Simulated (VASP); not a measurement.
A run of VASP 6.6.1 is set up as follows.

INCAR

```
SYSTEM = Sn
PREC     = Accurate       ! precision mode
ENCUT    = 600            ! plane-wave cutoff, eV
EDIFF    = 1E-6           ! SCF threshold, eV
ISMEAR   = 1              ! smearing method
SIGMA    = 0.1            ! smearing width, eV
LREAL    = .FALSE.        ! projectors in reciprocal space
LASPH    = .TRUE.         ! aspherical terms in the spheres
NELM     = 80             ! most SCF steps
ALGO     = Normal         ! electronic algorithm
ISIF     = 3              ! what is computed and relaxed
LWAVE    = .FALSE.        ! write WAVECAR
LCHARG   = .FALSE.        ! write CHGCAR
GGA      = PE             ! functional
IVDW     = 12             ! dispersion correction
IBRION   = 2              ! ionic algorithm
NSW      = 90             ! ionic steps
EDIFFG   = -0.01          ! ionic threshold
```

The input KPOINTS:

```
Automatic mesh
0
G
  16 16 16
  0 0 0
```

The input POSCAR:

```
Sn
1.0
   -2.9196440750      2.9196440750      1.5938000000
    2.9196440750     -2.9196440750      1.5938000000
    2.9196440750      2.9196440750     -1.5938000000
Sn
2
Direct
    0.0000000000      0.0000000000      0.0000000000
    0.7500000000      0.2500000000      0.5000000000
```

Potentials or basis: VASP PAW PBE potentials, release 64 (Sn_d).

Launch:

```console
$ cat potpaw_PBE.64/Sn_d/POTCAR > POTCAR
$ mpirun -np 1 vasp_std > vasp.out
```

Task: Predict the space group after relaxing (to 0.05 Å).

Result: I4_1/amd (No. 141).

Task: What does it give for the relaxed cell?

Result: a = 4.437 Å, b = 4.437 Å, c = 4.437 Å, α = 97.31°, β = 97.31°, γ = 138.20°.

Task: What does it give for the dispersion energy per atom?

Result: -0.389 eV.

The path:
| step | energy change (eV) | largest force (eV/Å) | pressure (GPa) | volume (Å³) |
| --- | --- | --- | --- | --- |
| 1 | 0.0000 | 0.0000 | 0.03 | 54.34 |
| 2 | -0.0009 | 0.0000 | 0.04 | 54.38 |
| 3 | -0.0011 | 0.0000 | 0.00 | 54.40 |

Caveat: pairwise dispersion overbinds metals, which lowers pressure and volume.
